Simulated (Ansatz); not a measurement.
The system is MnO2.

```xyz
6
Lattice="2.9042 0.0000 0.0000 0.0000 3.8448 0.0000 0.0000 0.0000 6.1643" Properties=species:S:1:pos:R:3 pbc="T T T"
Mn    1.4521    1.9224    2.1162
Mn    0.0000    0.0000    4.0481
O     1.4521    0.0000    5.1630
O     0.0000    1.9224    1.0013
O     1.4521    0.0000    2.6001
O     0.0000    1.9224    3.5642
```

Measurements of this composition are mostly on another form, of space group No. 136.

| Quantity | Value |
| --- | --- |
| Program | Ansatz 0.2.0 |
| Task | single point |
| Functional | PBEsol |
| Potentials or basis | Ansatz PAW |
| Cutoff | 420 eV (not typed: the program's choice for these potentials) |
| k mesh | 9 × 7 × 5 |
| Occupations | fermi-dirac, width 0.05 eV |
| Spin | collinear spin, ferromagnetic start |
| Starting moments | [4.0, 4.0, 0.0, 0.0, 0.0, 0.0] μB |

On this cell: pressure -13.4 GPa; largest force 1.179 eV/Å; net moment 6.00 μB per cell; site moments Mn +2.41; O +0.12, -0.00 μB; band gap on the k mesh none (metal or under the smearing width).

The same run follows on a disturbed copy (atoms moved at random, drawn with an rms of 0.05 Å):

```
Mn O
1.0
     2.90416    0.00000    0.00000
     0.00000    3.84481    0.00000
     0.00000    0.00000    6.16426
Mn O
2 4
Direct
  0.49505 0.50199 0.34126
  0.02151 0.00187 0.65767
  0.50157 0.01289 0.84113
  0.00010 0.50048 0.16668
  0.48551 0.00480 0.42615
  0.00061 0.50520 0.57962
```

What changes?

The energy (extrapolated to zero smearing) moves by +5.4 meV/atom; pressure -12.4 GPa; largest force 1.335 eV/Å; net moment 6.00 μB per cell; site moments Mn +2.38, +2.37; O +0.11, +0.12, -0.00, -0.01 μB; band gap on the k mesh none (metal or under the smearing width).

Forces in eV/Å, atoms in the order of the input:
```
Mn   0.054  0.015  0.516
Mn  -0.555  0.193  0.641
O    0.188 -0.165 -1.311
O   -0.155  0.030  0.576
O    0.421 -0.061 -0.121
O    0.046 -0.012 -0.301
```

Stress tensor (GPa, compression positive):
```
-17.04   0.00  -0.17
  0.00 -10.97  -0.41
 -0.17  -0.41  -9.32
```

Caveats: semilocal functionals often make such compounds metallic where correlation or magnetic order opens a gap, which also shifts bond lengths; only a ferromagnetic start was run, and an antiferromagnetic order may lie lower in energy; the PAW data sets come from PBE, with cores solved anew for the run's functional, which leaves a small shift of forces and pressure; forces of over 1 eV/Å show positions far from the minimum, so gaps and moduli don't describe the material at rest (some runs).
